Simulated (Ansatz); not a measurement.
**Sr under changes of volume**

One of the cells (56.319 Å³/atom); the others are scaled copies at fixed shape and fractional positions:

```
Sr
1.0
     0.00000    3.04235    3.04235
     3.04235    0.00000    3.04235
     3.04235    3.04235    0.00000
Sr
1
Direct
  0.00000 0.00000 0.00000
```

| Property | Result |
| --- | --- |
| Program | Ansatz 0.2.0 |
| Functional | r2SCAN |
| Potentials or basis | Ansatz PAW |
| Cutoff | 500 eV (not typed: the program's choice for these potentials) |
| k mesh | 8 × 8 × 8 |
| Occupations | fermi-dirac, width 0.05 eV |
| Spin | no spin polarisation |

| volume (Å³/atom) | energy over the lowest point (meV/atom) | pressure (GPa) |
| --- | --- | --- |
| 52.940 | 8.63 | 0.9 |
| 54.067 | 3.92 | 0.6 |
| 55.193 | 1.10 | 0.3 |
| 56.319 | 0.00 | 0.1 |
| 57.446 | ? | ? |
| 58.572 | 2.55 | -0.4 |
| 59.698 | 5.99 | -0.6 |

Question: What does the run at 57.446 Å³/atom give?

Answer: Energy over the lowest point 0.52 meV/atom; pressure -0.2 GPa.

Worked out: A Birch-Murnaghan fit of order 3 (a polynomial in V^(-2/3)) to the other rows has its minimum at 56.51 Å³/atom with B0 = V·E''(V) = 11.4 GPa (rough, since the energies scatter). It gives 0.52 meV/atom at 57.446 Å³/atom, against the run's 0.52, and -dE/dV = -0.2 GPa, against -0.2.

Energies are extrapolated to zero smearing.

Caveats: the PAW data sets come from PBE, with cores solved anew for the run's functional, which leaves a small shift of forces and pressure.
